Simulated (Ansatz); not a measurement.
Here is an Ansatz 0.2.0 calculation.

input.yaml

```yaml
crystal:
  lattice:
    - [0.0, 2.024805, 2.024805]
    - [2.024805, 0.0, 2.024805]
    - [2.024805, 2.024805, 0.0]
  atoms:
    - { symbol: Al, position: [0.0, 0.0, 0.0] }
hamiltonian:
  xc: revpbe
  pseudopotentials: { kind: paw }
kpoints:
  mp_grid: { grid: [11, 11, 11] }
  band_path:
    path:
      - [[0.0, 0.0, 0.0], [0.5, 0.0, 0.5], [0.5, 0.25, 0.75], [0.375, 0.375, 0.75], [0.0, 0.0, 0.0], [0.5, 0.5, 0.5], [0.625, 0.25, 0.625], [0.5, 0.25, 0.75], [0.5, 0.5, 0.5], [0.375, 0.375, 0.75]]
      - [[0.625, 0.25, 0.625], [0.5, 0.0, 0.5]]
    npoints: 14
scf:
  occupations: { method: fermi_dirac, width: 0.05 }
  n_extra_bands: 6
output:
  forces: true
  stress: true
  eigenvalues: true
  fatbands: false
```

Potentials or basis: Ansatz PAW.

Run with:

```console
$ ansatz run input.yaml --threads 2 --pin off --max-ram 5120MiB --backend cpu --events-out ev --progress --plain --runs-dir out
```

(1) What does it give for the pressure?

(2) What does it give for the band gap on the k mesh?

Results:

(1) 0.7 GPa.

(2) none (metal or under the smearing width).

Caveat: the PAW data sets come from PBE, with cores solved anew for the run's functional, which leaves a small shift of forces and pressure.
